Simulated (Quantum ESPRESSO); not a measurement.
# Si3N4 (P-43m) in Quantum ESPRESSO: equation of state

How stiff is Si3N4 in PBE, and what volume does it want? The cell is scaled to several volumes.

Everything below comes from runs of Quantum ESPRESSO 7.5. Logs are shortened: lines on timing, memory, paths and dates and some standing lists are left out, and cuts for length are marked.

## Step 1: The crystal as given

It takes space group P-43m (No. 215, cubic). The conventional cell has a = 4.131 Å, b = 4.131 Å, c = 4.131 Å, α = 90.00°, β = 90.00°, γ = 90.00°. Around Si (site symmetry -42m) lie 4 N at 1.77 Å. N (site symmetry 3m) has 3 Si at 1.77 Å as nearest neighbours.

The cell was built by a generator and needn't be a form met in nature.

## Step 2: Single point, PBE, 9.47 Å³/atom

The input, pw.in:

```
&CONTROL
  calculation = 'scf'
  prefix = 'pwscf'
  outdir = './tmp'
  pseudo_dir = './pseudo'
  tprnfor = .true.
  tstress = .true.
  disk_io = 'nowf'
/
&SYSTEM
  ibrav = 0
  nat = 7
  ntyp = 2
  ecutwfc = 60
  ecutrho = 480
  nbnd = 24
  occupations = 'smearing'
  smearing = 'fd'
  degauss = 0.00367493
/
&ELECTRONS
  conv_thr = 1.4d-09
  electron_maxstep = 120
  mixing_beta = 0.5
/
ATOMIC_SPECIES
Si    28.0850 Si.pbe-n-rrkjus_psl.1.0.0.UPF
N     14.0070 N.pbe-n-radius_5.UPF
CELL_PARAMETERS angstrom
   4.0464547062    0.0000000000    0.0000000000
   0.0000000000    4.0464547062    0.0000000000
   0.0000000000    0.0000000000    4.0464547062
ATOMIC_POSITIONS crystal
Si     0.0000000000    0.0000000000    0.5000000000
Si     0.5000000000    0.0000000000    0.0000000000
Si     0.0000000000    0.5000000000    0.0000000000
N      0.2395200000    0.2395200000    0.7604800000
N      0.7604800000    0.7604800000    0.7604800000
N      0.2395200000    0.7604800000    0.2395200000
N      0.7604800000    0.2395200000    0.2395200000
K_POINTS automatic
7 7 7 0 0 0
```

Potentials or basis: SSSP 1.3 efficiency PBE.

On the command line:

```console
> OMP_NUM_THREADS=1 pw.x -in pw.in > pw.out
```

pw.out:

```text
This program is part of the open-source Quantum ESPRESSO suite
     for quantum simulation of materials; please cite
[... 9 lines left out ...]
     --------------------
     sticks:   dense  smooth     PW     G-vecs:    dense   smooth      PW
     Sum        2233    1109    325                79501    28113    4385

     Using Slab Decomposition

     bravais-lattice index     =            0
     lattice parameter (alat)  =       7.6467  a.u.
     unit-cell volume          =     447.1165 (a.u.)^3
     number of atoms/cell      =            7
     number of atomic types    =            2
     number of electrons       =        32.00
     number of Kohn-Sham states=           24
     kinetic-energy cutoff     =      60.0000  Ry
     charge density cutoff     =     480.0000  Ry
     scf convergence threshold =      1.4E-09
     mixing beta               =       0.5000
     number of iterations used =            8  plain     mixing
     Exchange-correlation= PBE
                           (   1   4   3   4   0   0   0)

     celldm(1)=   7.646691  celldm(2)=   0.000000  celldm(3)=   0.000000
     celldm(4)=   0.000000  celldm(5)=   0.000000  celldm(6)=   0.000000

     crystal axes: (cart. coord. in units of alat)
               a(1) = (   1.000000   0.000000   0.000000 )
               a(2) = (   0.000000   1.000000   0.000000 )
               a(3) = (   0.000000   0.000000   1.000000 )

     reciprocal axes: (cart. coord. in units 2 pi/alat)
               b(1) = (  1.000000  0.000000  0.000000 )
               b(2) = (  0.000000  1.000000  0.000000 )
               b(3) = (  0.000000  0.000000  1.000000 )

     PseudoPot. # 1 for Si read from file:
     Si.pbe-n-rrkjus_psl.1.0.0.UPF
     Pseudo is Ultrasoft + core correction, Zval =  4.0
     Generated using "atomic" code by A. Dal Corso  v.5.1
     Using radial grid of 1141 points,  6 beta functions with:
                l(1) =   0
                l(2) =   0
                l(3) =   1
                l(4) =   1
                l(5) =   2
                l(6) =   2
     Q(r) pseudized with 0 coefficients

     PseudoPot. # 2 for N  read from file:
     N.pbe-n-radius_5.UPF
     Pseudo is Ultrasoft + core correction, Zval =  5.0
     Generated using "atomic" code by A. Dal Corso  v.5.1
     Using radial grid of 1085 points,  4 beta functions with:
                l(1) =   0
                l(2) =   0
                l(3) =   1
                l(4) =   1
     Q(r) pseudized with 0 coefficients

     atomic species   valence    mass     pseudopotential
     Si                4.00    28.08500     Si( 1.00)
     N                 5.00    14.00700     N ( 1.00)

     24 Sym. Ops. (no inversion) found

   Cartesian axes

     site n.     atom                  positions (alat units)
         1        Si     tau(   1) = (   0.0000000   0.0000000   0.5000000  )
         2        Si     tau(   2) = (   0.5000000   0.0000000   0.0000000  )
         3        Si     tau(   3) = (   0.0000000   0.5000000   0.0000000  )
         4        N      tau(   4) = (   0.2395200   0.2395200   0.7604800  )
         5        N      tau(   5) = (   0.7604800   0.7604800   0.7604800  )
         6        N      tau(   6) = (   0.2395200   0.7604800   0.2395200  )
         7        N      tau(   7) = (   0.7604800   0.2395200   0.2395200  )

     number of k points=    20  Fermi-Dirac smearing, width (Ry)=  0.0037
                       cart. coord. in units 2pi/alat
        k(    1) = (   0.0000000   0.0000000   0.0000000), wk =   0.0058309
        k(    2) = (   0.0000000   0.0000000   0.1428571), wk =   0.0349854
        k(    3) = (   0.0000000   0.0000000   0.2857143), wk =   0.0349854
        k(    4) = (   0.0000000   0.0000000   0.4285714), wk =   0.0349854
        k(    5) = (   0.0000000   0.1428571   0.1428571), wk =   0.0699708
        k(    6) = (   0.0000000   0.1428571   0.2857143), wk =   0.1399417
[... 12 lines left out ...]
        k(   19) = (   0.2857143   0.4285714   0.4285714), wk =   0.1399417
        k(   20) = (   0.4285714   0.4285714   0.4285714), wk =   0.0466472

     Dense  grid:    79501 G-vectors     FFT dimensions: (  54,  54,  54)

     Smooth grid:    28113 G-vectors     FFT dimensions: (  40,  40,  40)

     Initial potential from superposition of free atoms

     starting charge      31.9983, renormalised to      32.0000
     Starting wfcs are   28 randomized atomic wfcs

     Self-consistent Calculation

     iteration #  1     ecut=    60.00 Ry     beta= 0.50
     Davidson diagonalization with overlap
     ethr =  1.00E-02,  avg # of iterations =  4.2

     total energy              =    -114.88212661 Ry
     estimated scf accuracy    <       1.98820503 Ry

     iteration #  2     ecut=    60.00 Ry     beta= 0.50
     Davidson diagonalization with overlap
     ethr =  6.21E-03,  avg # of iterations =  2.0

     total energy              =    -115.42212723 Ry
     estimated scf accuracy    <       0.08446227 Ry

     iteration #  3     ecut=    60.00 Ry     beta= 0.50
     Davidson diagonalization with overlap
     ethr =  2.64E-04,  avg # of iterations =  7.7
[... 36 lines left out ...]
     total energy              =    -115.43802319 Ry
     estimated scf accuracy    <       0.00000067 Ry

     iteration #  9     ecut=    60.00 Ry     beta= 0.50
     Davidson diagonalization with overlap
     ethr =  2.10E-09,  avg # of iterations =  1.1

     total energy              =    -115.43802299 Ry
     estimated scf accuracy    <       0.00000042 Ry

     iteration # 10     ecut=    60.00 Ry     beta= 0.50
     Davidson diagonalization with overlap
     ethr =  1.31E-09,  avg # of iterations =  2.0

     End of self-consistent calculation

          k = 0.0000 0.0000 0.0000 (  3431 PWs)   bands (ev):

    -9.3285  -5.1688  -5.1688  -5.1688   0.3228   0.3228   4.3220   4.5092
     4.5092   4.5092   5.7046   5.7046   5.7046   8.9182   8.9182   8.9182
    11.9265  11.9265  11.9265  14.0797  16.3447  16.3447  19.5728  21.2523

          k = 0.0000 0.0000 0.1429 (  3531 PWs)   bands (ev):

    -9.2083  -5.5002  -5.1493  -5.1493   0.4271   0.6762   4.2690   4.3670
     4.3670   4.4332   5.4780   5.6525   5.6525   8.5599   8.8809   8.8809
    12.1311  12.3984  12.3984  14.5301  16.6188  16.8239  19.8901  20.9172

          k = 0.0000 0.0000 0.2857 (  3507 PWs)   bands (ev):

    -8.8676  -6.2439  -5.1045  -5.1045   0.7075   1.5127   3.7067   4.0245
     4.0245   4.3973   5.2337   5.6420   5.6420   7.7430   8.7353   8.7353
    12.8644  13.5921  13.5921  15.3318  17.3252  18.0942  19.8971  21.2739
[... 91 lines left out ...]
          k = 0.2857 0.4286 0.4286 (  3494 PWs)   bands (ev):

    -7.1562  -6.3944  -6.2982  -5.7299   0.2855   0.4514   0.7190   3.9985
     5.0400   5.5571   5.8828   5.9684   6.4200   8.4161   8.9874   9.0086
    15.6610  15.9574  16.2252  17.2532  17.3664  18.2805  18.7869  18.9993

          k = 0.4286 0.4286 0.4286 (  3518 PWs)   bands (ev):

    -6.7751  -6.3053  -6.3053  -6.0034  -0.0056  -0.0056   0.1564   3.5766
     5.9466   5.9466   6.2234   6.3184   6.3184   8.8711   9.1103   9.1103
    15.5393  15.8109  15.8109  17.5785  17.5785  18.2460  19.0991  19.5157

     the Fermi energy is    10.9106 ev

!    total energy              =    -115.43802308 Ry
     estimated scf accuracy    <          7.5E-10 Ry
     smearing contrib. (-TS)   =      -0.00000000 Ry
     internal energy E=F+TS    =    -115.43802308 Ry

     The total energy is F=E-TS. E is the sum of the following terms:
     one-electron contribution =       0.58228401 Ry
     hartree contribution      =      21.45381966 Ry
     xc contribution           =     -41.47240019 Ry
     ewald contribution        =     -96.00172656 Ry

     convergence has been achieved in  10 iterations

     Forces acting on atoms (cartesian axes, Ry/au):

     atom    1 type  1   force =     0.00000000    0.00000000    0.00000000
     atom    2 type  1   force =     0.00000000    0.00000000    0.00000000
     atom    3 type  1   force =     0.00000000    0.00000000    0.00000000
     atom    4 type  2   force =     0.01319834    0.01319834   -0.01319834
     atom    5 type  2   force =    -0.01319834   -0.01319834   -0.01319834
     atom    6 type  2   force =     0.01319834   -0.01319834    0.01319834
     atom    7 type  2   force =    -0.01319834    0.01319834    0.01319834

     Total force =     0.045720     Total SCF correction =     0.000049

     Computing stress (Cartesian axis) and pressure

          total   stress  (Ry/bohr**3)                   (kbar)     P=      168.18
   0.00114327   0.00000000   0.00000000          168.18        0.00        0.00
   0.00000000   0.00114327   0.00000000            0.00      168.18        0.00
   0.00000000   0.00000000   0.00114327            0.00        0.00      168.18

=------------------------------------------------------------------------------=
   JOB DONE.
=------------------------------------------------------------------------------=
```

Run time: 44 s. Hardware: 1 thread of Arm Neoverse V1, shared host; peak memory 0.33 GiB.

What came out:

```
Free energy            : -1570.6143 eV
Pressure               : 16.8 GPa
Largest force          : 0.588 eV/Å
Band gap on the k mesh : 2.82 eV, indirect (least direct gap 3.01 eV)
```

Caveat: an odd mesh through Γ misses points on the zone boundary, where band edges often lie.

## Step 3: Single point, PBE, 9.67 Å³/atom

Edit pw.in of step 2 so:

```diff
@@ -29,5 +29,5 @@
 CELL_PARAMETERS angstrom
-   4.0464547062    0.0000000000    0.0000000000
-   0.0000000000    4.0464547062    0.0000000000
-   0.0000000000    0.0000000000    4.0464547062
+   4.0749518050    0.0000000000    0.0000000000
+   0.0000000000    4.0749518050    0.0000000000
+   0.0000000000    0.0000000000    4.0749518050
 ATOMIC_POSITIONS crystal
```

Potentials or basis: SSSP 1.3 efficiency PBE.

On the command line:

```console
> OMP_NUM_THREADS=1 pw.x -in pw.in > pw.out
```

Wall time 57 s (1 thread of Arm Neoverse V1, shared host); peak memory 0.34 GiB.

It converged, with:

```
Free energy            : -1570.7369 eV
Pressure               : 10.6 GPa
Largest force          : 0.372 eV/Å
Band gap on the k mesh : 2.79 eV, indirect (least direct gap 2.98 eV)
```

Caveat: an odd mesh through Γ misses points on the zone boundary, where band edges often lie.

## Step 4: Single point, PBE, 9.87 Å³/atom

Edit pw.in of step 3 so:

```diff
@@ -29,5 +29,5 @@
 CELL_PARAMETERS angstrom
-   4.0749518050    0.0000000000    0.0000000000
-   0.0000000000    4.0749518050    0.0000000000
-   0.0000000000    0.0000000000    4.0749518050
+   4.1030558089    0.0000000000    0.0000000000
+   0.0000000000    4.1030558089    0.0000000000
+   0.0000000000    0.0000000000    4.1030558089
 ATOMIC_POSITIONS crystal
```

On the command line:

```console
> OMP_NUM_THREADS=1 pw.x -in pw.in > pw.out
```

Wall time 53 s (1 thread of Arm Neoverse V1, shared host); peak memory 0.35 GiB.

The run converged. Its results:

```
Free energy            : -1570.8075 eV
Pressure               : 5.0 GPa
Largest force          : 0.175 eV/Å
Band gap on the k mesh : 2.77 eV, indirect (least direct gap 2.95 eV)
```

Caveat: an odd mesh through Γ misses points on the zone boundary, where band edges often lie.

## Step 5: Single point, PBE, 10.07 Å³/atom

Edit pw.in of step 4 so:

```diff
@@ -29,5 +29,5 @@
 CELL_PARAMETERS angstrom
-   4.1030558089    0.0000000000    0.0000000000
-   0.0000000000    4.1030558089    0.0000000000
-   0.0000000000    0.0000000000    4.1030558089
+   4.1307800000    0.0000000000    0.0000000000
+   0.0000000000    4.1307800000    0.0000000000
+   0.0000000000    0.0000000000    4.1307800000
 ATOMIC_POSITIONS crystal
```

On the command line:

```console
> OMP_NUM_THREADS=1 pw.x -in pw.in > pw.out
```

Wall time 56 s (1 thread of Arm Neoverse V1, shared host); peak memory 0.36 GiB.

The run converged. Its results:

```yaml
Free_energy: -1570.8311 eV
Pressure: -0.1 GPa
Largest_force: 0.006 eV/Å
Band_gap_on_the_k_mesh: 2.74 eV, indirect (least direct gap 2.92 eV)
```

Caveat: an odd mesh through Γ misses points on the zone boundary, where band edges often lie.

## Step 6: Single point, PBE, 10.27 Å³/atom

Edit pw.in of step 5 so:

```diff
@@ -29,5 +29,5 @@
 CELL_PARAMETERS angstrom
-   4.1307800000    0.0000000000    0.0000000000
-   0.0000000000    4.1307800000    0.0000000000
-   0.0000000000    0.0000000000    4.1307800000
+   4.1581369562    0.0000000000    0.0000000000
+   0.0000000000    4.1581369562    0.0000000000
+   0.0000000000    0.0000000000    4.1581369562
 ATOMIC_POSITIONS crystal
```

Potentials or basis: SSSP 1.3 efficiency PBE.

On the command line:

```console
> OMP_NUM_THREADS=1 pw.x -in pw.in > pw.out
```

It took 57 s on 1 thread of Arm Neoverse V1, shared host; peak memory 0.36 GiB.

Results (log left out):

* Free energy: -1570.8125 eV
* Pressure: -4.6 GPa
* Largest force: 0.171 eV/Å
* Band gap on the k mesh: 2.72 eV, indirect (least direct gap 2.90 eV)

Caveat: an odd mesh through Γ misses points on the zone boundary, where band edges often lie.

## Step 7: Single point, PBE, 10.47 Å³/atom

Edit pw.in of step 6 so:

```diff
@@ -29,5 +29,5 @@
 CELL_PARAMETERS angstrom
-   4.1581369562    0.0000000000    0.0000000000
-   0.0000000000    4.1581369562    0.0000000000
-   0.0000000000    0.0000000000    4.1581369562
+   4.1851386021    0.0000000000    0.0000000000
+   0.0000000000    4.1851386021    0.0000000000
+   0.0000000000    0.0000000000    4.1851386021
 ATOMIC_POSITIONS crystal
```

On the command line:

```console
> OMP_NUM_THREADS=1 pw.x -in pw.in > pw.out
```

Run time: 70 s. Hardware: 1 thread of Arm Neoverse V1, shared host; peak memory 0.37 GiB.

The run converged. Its results:

```yaml
Free_energy: -1570.7555 eV
Pressure: -8.8 GPa
Largest_force: 0.322 eV/Å
Band_gap_on_the_k_mesh: 2.69 eV, indirect (least direct gap 2.87 eV)
```

Caveat: an odd mesh through Γ misses points on the zone boundary, where band edges often lie.

## Step 8: Single point, PBE, 10.67 Å³/atom

Edit pw.in of step 7 so:

```diff
@@ -29,5 +29,5 @@
 CELL_PARAMETERS angstrom
-   4.1851386021    0.0000000000    0.0000000000
-   0.0000000000    4.1851386021    0.0000000000
-   0.0000000000    0.0000000000    4.1851386021
+   4.2117962546    0.0000000000    0.0000000000
+   0.0000000000    4.2117962546    0.0000000000
+   0.0000000000    0.0000000000    4.2117962546
 ATOMIC_POSITIONS crystal
```

On the command line:

```console
> OMP_NUM_THREADS=1 pw.x -in pw.in > pw.out
```

Wall time 61 s (1 thread of Arm Neoverse V1, shared host); peak memory 0.37 GiB.

It converged, with:

```
Free energy            : -1570.6640 eV
Pressure               : -12.5 GPa
Largest force          : 0.460 eV/Å
Band gap on the k mesh : 2.67 eV, indirect (least direct gap 2.85 eV)
```

Caveat: an odd mesh through Γ misses points on the zone boundary, where band edges often lie.

## Step 9: Equation of state, PBE

Potentials or basis: SSSP 1.3 efficiency PBE.

No new run: the results of the series are fitted here.

Results:

| Item | Value |
| --- | --- |
| Equilibrium volume | 10.08 Å³/atom |
| Bulk modulus at fixed shape and positions | 240 GPa |
| Pressure derivative of the bulk modulus | 4.1 |

Energy against volume, from the lowest point:
| volume (Å³/atom) | energy (meV/atom) |
| --- | --- |
| 9.465 | 30.97 |
| 9.667 | 13.46 |
| 9.868 | 3.37 |
| 10.069 | 0.00 |
| 10.271 | 2.66 |
| 10.472 | 10.80 |
| 10.673 | 23.87 |

Caveat: the cell was scaled at fixed shape and fractional positions, which overstates the stiffness of a crystal with free parameters, most of all of layers and chains.
